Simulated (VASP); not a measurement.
# AlN (Fm-3m) in VASP: dielectric tensor with HSE06

Aim: the dielectric tensor of AlN with HSE06.

Program: VASP 6.6.1. These are calculated values, not measurements. Logs are shortened: lines on timing, memory, paths and dates and some standing lists are left out, and cuts for length are marked.

**1. The crystal as given**

It takes space group Fm-3m (No. 225, cubic). Conventional cell: a = 4.044 Å, b = 4.044 Å, c = 4.044 Å, α = 90.00°, β = 90.00°, γ = 90.00°. Around Al (site symmetry m-3m) lie 6 N at 2.02 Å. Around N (site symmetry m-3m) lie 6 Al at 2.02 Å.

Measurements of this composition are mostly on another form, of space group No. 186.

**2. Dielectric tensor, HSE06**

POSCAR reads:

```
AlN
1.0
    0.0000000000      2.0219600000      2.0219600000
    2.0219600000      0.0000000000      2.0219600000
    2.0219600000      2.0219600000      0.0000000000
Al N
1 1
Direct
    0.5000000000      0.5000000000      0.5000000000
    0.0000000000      0.0000000000      0.0000000000
```

INCAR.step1 reads:

```
ALGO = Normal
EDIFF = 1E-5
ENCUT = 520
GGA = PE
ISIF = 2
ISMEAR = 0
LASPH = True
LCHARG = False
LREAL = False
LWAVE = True
NELM = 60
PREC = Accurate
SIGMA = 0.02
```

INCAR.step2 reads:

```
ALGO = Normal
EDIFF = 1E-8
ENCUT = 520
GGA = PE
HFSCREEN = 0.2
ISIF = 2
ISMEAR = 0
ISTART = 1
LASPH = True
LCALCEPS = True
LCHARG = False
LHFCALC = True
LREAL = False
LWAVE = False
NELM = 60
PREC = Accurate
PRECFOCK = Fast
SIGMA = 0.02
```

KPOINTS reads:

```
k-points
0
Gamma
  8 8 8
```

Potentials or basis: VASP PAW PBE potentials, release 64 (Al, N).

Run with:

```bash
cat potpaw_PBE.64/Al/POTCAR potpaw_PBE.64/N/POTCAR > POTCAR
cp INCAR.step1 INCAR
mpirun -np 1 vasp_std > vasp.out
cp INCAR.step2 INCAR
mpirun -np 1 vasp_std > vasp.out
```

OUTCAR:

```text
EDIFF = 1E-8
   ENCUT = 520
   GGA = PE
   HFSCREEN = 0.2
   ISIF = 2
   ISMEAR = 0
   ISTART = 1
   LASPH = True
   LHFCALC = True
   LREAL = False
   NELM = 60
   PREC = Accurate
   PRECFOCK = Fast

 ion  position               nearest neighbor table
   1  0.500  0.500  0.500-   2 2.02   2 2.02   2 2.02   2 2.02   2 2.02   2 2.02
   2  0.000  0.000  0.000-   1 2.02   1 2.02   1 2.02   1 2.02   1 2.02   1 2.02

  LATTYP: Found a face centered cubic cell.
 ALAT       =     4.0439200000

  Lattice vectors:

 A1 = (   0.0000000000,   2.0219600000,   2.0219600000)
 A2 = (   2.0219600000,   0.0000000000,   2.0219600000)
 A3 = (   2.0219600000,   2.0219600000,   0.0000000000)

Analysis of symmetry for initial positions (statically):
=====================================================================
 Subroutine PRICEL returns:
 Original cell was already a primitive cell.

 Routine SETGRP: Setting up the symmetry group for a
 face centered cubic supercell.

 Subroutine GETGRP returns: Found 48 space group operations
 (whereof 48 operations were pure point group operations)
 out of a pool of 48 trial point group operations.

The static configuration has the point symmetry O_h .

Analysis of symmetry for dynamics (positions and initial velocities):
=====================================================================
 Subroutine PRICEL returns:
 Original cell was already a primitive cell.

 Routine SETGRP: Setting up the symmetry group for a
 face centered cubic supercell.

 Subroutine GETGRP returns: Found 48 space group operations
 (whereof 48 operations were pure point group operations)
 out of a pool of 48 trial point group operations.

The dynamic configuration has the point symmetry O_h .

 Subroutine INISYM returns: Found 48 space group operations
 (whereof 48 operations are pure point group operations),
 and found     1 'primitive' translations

----------------------------------------------------------------------------------------

                                     Primitive cell

  volume of cell :      16.5328

  direct lattice vectors                    reciprocal lattice vectors
     0.000000000  2.021960000  2.021960000    -0.247284813  0.247284813  0.247284813
     2.021960000  0.000000000  2.021960000     0.247284813 -0.247284813  0.247284813
     2.021960000  2.021960000  0.000000000     0.247284813  0.247284813 -0.247284813

  length of vectors
     2.859483255  2.859483255  2.859483255     0.428309860  0.428309860  0.428309860

  position of ions in fractional coordinates (direct lattice)
     0.500000000  0.500000000  0.500000000
     0.000000000  0.000000000  0.000000000

  ion indices of the primitive-cell ions
   primitive index   ion index
                 1           1
                 2           2

----------------------------------------------------------------------------------------

 KPOINTS: k-points

Automatic generation of k-mesh.
 Grid dimensions read from file:
 generate k-points for:    8    8    8

 Generating k-lattice:

  Cartesian coordinates                     Fractional coordinates (reciprocal lattice)
    -0.030910602  0.030910602  0.030910602     0.125000000  0.000000000  0.000000000
     0.030910602 -0.030910602  0.030910602     0.000000000  0.125000000  0.000000000
     0.030910602  0.030910602 -0.030910602     0.000000000  0.000000000  0.125000000

  Length of vectors
     0.053538732  0.053538732  0.053538732

  Shift w.r.t. Gamma in fractional coordinates (k-lattice)
     0.000000000  0.000000000  0.000000000

 Subroutine IBZKPT returns following result:
 ===========================================

 Found     29 irreducible k-points:

 Following reciprocal coordinates:
            Coordinates               Weight
  0.000000  0.000000  0.000000      1.000000
  0.125000  0.000000  0.000000      8.000000
  0.250000  0.000000  0.000000      8.000000
  0.375000  0.000000  0.000000      8.000000
  0.500000  0.000000  0.000000      4.000000
[... 39 lines left out ...]
   LREAL  =      F    real-space projection
   EDIFFG = 0.1E-06   stopping-criterion for IOM
   NSW    =      0    number of steps for IOM
   IBRION =     -1    ionic relax: 0-MD 1-quasi-New 2-CG
   NFREE  =      0    steps in history (QN), initial steepest desc. (CG)
   ISIF   =      2    stress and relaxation
   ISYM   =      3    0-nonsym 1-usesym 2-fastsym
   POTIM  = 0.5000    time-step for ionic-motion
   TEBEG  =    0.0;   TEEND  =   0.0 temperature during run
   PSTRESS=    0.0 pullay stress
   NELECT =       8.0000    total number of electrons
   NUPDOWN=      -1.0000    fix difference up-down
   EMIN   =  10.00;   EMAX   =-10.00  energy-range for DOS
   EFERMI =   0.00;   METHOD = LEGACY
   ISMEAR =     0;   SIGMA  =   0.02  broadening in eV -4-tet -1-fermi 0-gaus
   EFERMI_NEDOS =   21; number of points for ismear=-14 and -15
   IALGO  =     38    algorithm
   IMIX   =      1    mixing-type and parameters
     AMIX     =   0.40;   BMIX     =  1.00
     AMIX_MAG =   1.60;   BMIX_MAG =  1.00
  volume/ion in A,a.u.               =       8.27        55.78
  Fermi-wavevector in a.u.,A,eV,Ry     =   1.285254  2.428778 22.475159  1.651878
  Thomas-Fermi vector in A             =   2.417399
   LORBIT       =      0    0 simple, 1 ext, 2 COOP (PROOUT), +10 PAW based schemes
   GGA     = PE    functional components
   LHFCALC =     T    Hartree Fock is set to
   PRECFOCK=fast      Normal, Fast or Accurate (Low or Medium for compatibility)
   ENCUT4O =  -1.0   cutoff for four orbital integrals eV
   NKREDX  =     1    reduce k-point grid by
   NKREDY  =     1    reduce k-point grid by
   NKREDZ  =     1    reduce k-point grid by
   AEXX    =    0.2500 exact exchange contribution
   HFSCREEN=    0.2000 screening length (either q_TF or 0.3 A-1)
   HFSCREENC=   0.2000 screening length for correlation (either q_TF or 0.3 A-1)
   ENCUTFOCK=  -1.0 apply spherical cutoff to Coloumb kernel
   IVDW    =     0    specifies the selected vdW correction
   LEPSILON=     F    determine dielectric tensor
   LRPA    =     F    only Hartree local field effects (RPA)
   LRPA       =     F
 non-spin polarized calculation
 Gauss-broadening in eV      SIGMA  =   0.02
  energy-cutoff  :      520.00
  volume of cell :       16.53
 maximum number of plane-waves:       459
 NGX is ok and might be reduce to    24
  NGX = 14; NGY = 14; NGZ = 14

 Total electronic dipole moment: p[elc]=(    -0.00000    -0.00000    -0.00000 ) |e| Angst

 number of electron       7.9999999 magnetization

 Free energy of the ion-electron system (eV)
  ---------------------------------------------------
  ext. energy  EPLUGINS =         0.00000000
  ---------------------------------------------------
  free energy    TOTEN  =       -17.16657961 eV

  energy without entropy =      -17.16657961  energy(sigma->0) =      -17.16657961

 E-fermi :   9.2104     XC(G=0): -10.0412

 val. band max:        9.0863080188   @ k =   0.0000   0.0000   0.0000
 cond. band min:   10000.0000000000   @ k =   0.0000   0.0000   0.0000
 fundamental gap:   9990.9136919812
 Fermi energy:         9.2104451841

 k-point     1 :       0.0000    0.0000    0.0000
  band No.  band energies     occupation
      1     -10.1349      2.00000
      2       9.0863      2.00000
      3       9.0863      2.00000
      4       9.0863      2.00000
      5   10000.0000      0.00000
      6   10000.0000      0.00000
      7   10000.0000      0.00000
      8   10000.0000      0.00000
[... 243 lines left out ...]
 k-point    24 :      -0.3750    0.2500    0.1250
  band No.  band energies     occupation
      1      -6.1282      2.00000
      2       1.0490      2.00000
      3       5.0954      2.00000
      4       6.9534      2.00000
      5   10000.0000      0.00000
      6   10000.0000      0.00000
      7   10000.0000      0.00000
      8   10000.0000      0.00000

 [... further k-points ...]

------------------------ aborting loop because EDIFF is reached ----------------------------------------

            Ionic dipole moment: p[ion]=(    -6.06588    -6.06588    -6.06588 ) |e| Angst

 Total electronic dipole moment: p[elc]=(     0.00000     0.00000     0.00342 ) |e| Angst

 MACROSCOPIC STATIC DIELECTRIC TENSOR (including local field effects)
 ------------------------------------------------------
           4.744432    -0.000000     0.000000
          -0.000000     4.744432     0.000000
          -0.000000    -0.000000     4.744432
 ------------------------------------------------------

 PIEZOELECTRIC TENSOR (including local field effects) (e Angst)
          XX          YY          ZZ          XY          YZ          ZX
  --------------------------------------------------------------------------------
  x     0.00000     0.00000     0.00000     0.00000     0.00000     0.00000
  y     0.00000     0.00000     0.00000     0.00000     0.00000     0.00000
  z     0.00000     0.00000     0.00000     0.00000     0.00000     0.00000

 PIEZOELECTRIC TENSOR (including local field effects) (C/m^2)
          XX          YY          ZZ          XY          YZ          ZX
  --------------------------------------------------------------------------------
  x     0.00000     0.00000     0.00000     0.00000     0.00000     0.00000
  y     0.00000     0.00000     0.00000     0.00000     0.00000     0.00000
  z     0.00000     0.00000     0.00000     0.00000     0.00000     0.00000

 BORN EFFECTIVE CHARGES (including local field effects) (in |e|, cummulative output)
 ---------------------------------------------------------------------------------
 ion    1
    1     2.97138    -0.00000    -0.00000
    2    -0.00000     2.97138    -0.00000
    3    -0.00000     0.00000     2.97138
 ion    2
    1    -2.97138     0.00000     0.00000
    2     0.00000    -2.97138     0.00000
    3     0.00000    -0.00000    -2.97138

  FORCE on cell =-STRESS in cart. coord.  units (eV):
  Direction    XX          YY          ZZ          XY          YZ          ZX
  --------------------------------------------------------------------------------------
  -------------------------------------------------------------------------------------
  Total       -0.2804214     -0.2804214     -0.2804214      0.0000000      0.0000000      0.0000000
  in kB      -27.1752795    -27.1752795    -27.1752795      0.0000000      0.0000000      0.0000000
  external PRESSURE =     -27.1752795 kB  Pullay stress =       0.0000000 kB

 VOLUME and BASIS-vectors are now :
 -----------------------------------------------------------------------------
  energy-cutoff  :      520.00
  volume of cell :       16.53
      direct lattice vectors                 reciprocal lattice vectors
     0.000000000  2.021960000  2.021960000    -0.247284813  0.247284813  0.247284813
     2.021960000  0.000000000  2.021960000     0.247284813 -0.247284813  0.247284813
     2.021960000  2.021960000  0.000000000     0.247284813  0.247284813 -0.247284813

 POSITION                                       TOTAL-FORCE (eV/Angst)
 -----------------------------------------------------------------------------------
      2.02196      2.02196      2.02196        -0.000000     -0.000000      0.000000
      0.00000      0.00000      0.00000         0.000000      0.000000     -0.000000
 -----------------------------------------------------------------------------------
    total drift:                                0.000042      0.000051      0.000051

  FREE ENERGIE OF THE ION-ELECTRON SYSTEM (eV)
  ---------------------------------------------------
  free  energy   TOTEN  =       -17.1665796115 eV

  energy  without entropy=      -17.1665796115  energy(sigma->0) =      -17.16657961
```

It took 71 min on 1 thread of Intel Xeon 6975P-C (Granite Rapids), shared host; peak memory 0.36 GiB.

Results:

* Band gap on the k mesh: 5.99 eV, indirect (least direct gap 7.21 eV)
* Electronic dielectric tensor (diagonal): 4.74
* Born charges (mean of the diagonal): Al +2.97; N -2.97 e

Electronic dielectric tensor:
```
4.74 0.00 0.00
0.00 4.74 0.00
0.00 0.00 4.74
```

Born effective charge tensors (e):
atom 1, Al
```
2.97 0.00 0.00
0.00 2.97 0.00
0.00 0.00 2.97
```
atom 2, N
```
-2.97  0.00  0.00
 0.00 -2.97  0.00
 0.00  0.00 -2.97
```

Dipole moments of the cell (e·Å, modulo the quantum): ionic -6.066, -6.066, -6.066; electronic 0.000, 0.000, 0.003

Caveat: the PAW data sets were made with another functional, which shifts forces and pressure a little. A k mesh can miss the band edges.
